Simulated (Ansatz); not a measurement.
Write the native input for Ansatz 0.2.0 that does the following.

```
Task                                : band structure
Functional                          : PBEsol
Potentials or basis                 : Ansatz PAW
Cutoff                              : 420 eV (not typed: the program's choice for these potentials)
k mesh                              : 12 × 12 × 12
Occupations                         : fermi-dirac, width 0.05 eV
Spin                                : spin-orbit coupling, no magnetisation
Path                                : [["G", "H", "N", "G", "P", "H"], ["P", "N"]]
Points for each segment of the path : 14
```

Pt:

```
CELL_PARAMETERS angstrom
-1.58422 1.58422 1.58422
1.58422 -1.58422 1.58422
1.58422 1.58422 -1.58422
ATOMIC_POSITIONS crystal
Pt 0.00000 0.00000 0.00000
```

This isn't the form of Pt at room conditions, which is fcc.

These files were run (other wordings do the same):

input.yaml

```yaml
crystal:
  lattice:
    - [-1.58422, 1.58422, 1.58422]
    - [1.58422, -1.58422, 1.58422]
    - [1.58422, 1.58422, -1.58422]
  atoms:
    - { symbol: Pt, position: [0.0, 0.0, 0.0] }
hamiltonian:
  xc: pbesol
  pseudopotentials: { kind: paw_fr }
magnetization:
  noncollinear: true
  spin_orbit: true
kpoints:
  mp_grid: { grid: [12, 12, 12] }
  band_path:
    path:
      - [[0.0, 0.0, 0.0], [0.5, -0.5, 0.5], [0.0, 0.0, 0.5], [0.0, 0.0, 0.0], [0.25, 0.25, 0.25], [0.5, -0.5, 0.5]]
      - [[0.25, 0.25, 0.25], [0.0, 0.0, 0.5]]
    npoints: 14
scf:
  occupations: { method: fermi_dirac, width: 0.05 }
  n_extra_bands: 6
output:
  forces: true
  stress: true
  eigenvalues: true
  fatbands: false
```

Potentials or basis: Ansatz PAW.

Launch:

```console
$ ansatz run input.yaml --threads 2 --pin off --max-ram 5632MiB --backend cpu --events-out ev --progress --plain --runs-dir out
```

It gave:

* Pressure: -10.8 GPa
* Band gap on the k mesh: none (metal or under the smearing width)

Caveat: the PAW data sets come from PBE, with cores solved anew for the run's functional, which leaves a small shift of forces and pressure.

It took 3.4 s on 2 threads of AMD EPYC 7R13 Processor (Zen 3), on a shared host, peak memory 0.41 GiB.
